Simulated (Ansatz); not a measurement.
Crystal: BP.

```xyz
2
Lattice="0.0000 2.2690 2.2690 2.2690 0.0000 2.2690 2.2690 2.2690 0.0000" Properties=species:S:1:pos:R:3 pbc="T T T"
P     3.4035    3.4035    3.4035
B     0.0000    0.0000    0.0000
```

```yaml
Program: Ansatz 0.2.0
Task: relaxation of cell and atoms
Functional: BLYP
Potentials_or_basis: all-electron LAPW, scalar-relativistic
Basis_error_allowed: 0.001 eV/atom
k_mesh: 10 × 10 × 10
Occupations: fermi-dirac, width 0.05 eV
Spin: no spin polarisation
```

At the start: volume 11.68 Å³/atom.

**Question.** Where does the relaxation end?

**Answer.** Over 5 steps the energy falls by 8.4 meV/atom and the volume is 12.14 Å³/atom (+3.9 %); space group F-43m (No. 216, to 0.05 Å).

Step by step:
| step | energy change (eV) | largest force (eV/Å) | volume (Å³) |
| --- | --- | --- | --- |
| 1 | 0.0000 | 0.0000 | 23.36 |
| 2 | -0.0131 | 0.0000 | 23.84 |
| 3 | -0.0167 | 0.0000 | 24.25 |
| 4 | -0.0168 | 0.0000 | 24.27 |
| 5 | -0.0168 | 0.0000 | 24.27 |

Final structure:
```xyz
2
Lattice="0.0000 2.2980 2.2980 2.2980 0.0000 2.2980 2.2980 2.2980 0.0000" Properties=species:S:1:pos:R:3 pbc="T T T"
P     3.4471    3.4471    3.4471
B     0.0000    0.0000    0.0000
```
